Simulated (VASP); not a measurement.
Input of a VASP 6.6.1 run:

Contents of INCAR:

```
PREC = Accurate
ENCUT = 520
EDIFF = 1E-6
ISMEAR = -1
SIGMA = 0.05
LREAL = False
LASPH = True
NELM = 150
ALGO = Normal
ISIF = 2
LWAVE = False
LCHARG = True
ISPIN = 2
MAGMOM = 4 -4 0 0
LORBIT = 11
LMAXMIX = 4
LDAU = True
LDAUTYPE = 2
LDAUL = 2 -1
LDAUU = 5 0
LDAUJ = 0 0
LDAUPRINT = 1
GGA = PS
LELF = True
LVHAR = True
NBANDS = 31
```

KPOINTS

```
Automatic mesh
0
Gamma
  9 9 9
```

The input POSCAR:

```
MnS
1.0
   -1.8299960138     -1.0565486911      5.9418405554
    1.8299960138     -1.0565486911      5.9418405554
    0.0000000000      2.1130973824      5.9418405554
Mn S
2 2
Direct
    0.0000000000      0.0000000000      0.0000000000
    0.5000000000      0.5000000000      0.5000000000
    0.2500000000      0.2500000000      0.2500000000
    0.7500000000      0.7500000000      0.7500000000
```

Potentials or basis: VASP PAW PBE potentials, release 64 (Mn_pv, S).

Run with:

```sh
$ cat potpaw_PBE.64/Mn_pv/POTCAR potpaw_PBE.64/S/POTCAR > POTCAR
$ mpirun -np 1 vasp_std > vasp.out
```

(1) Estimate the site moments.

(2) What does it give for the band gap on the k mesh?

(3) Estimate the net moment.

(4) Estimate the pressure.

Answers

(1) Mn +4.54, -4.54; S +0.00 μB.

(2) 2.44 eV.

(3) 0.00 μB per cell.

(4) 2.2 GPa.

Caveat: the PAW data sets were made with another functional, which shifts forces and pressure a little; an odd mesh through Γ misses points on the zone boundary, where band edges often lie.
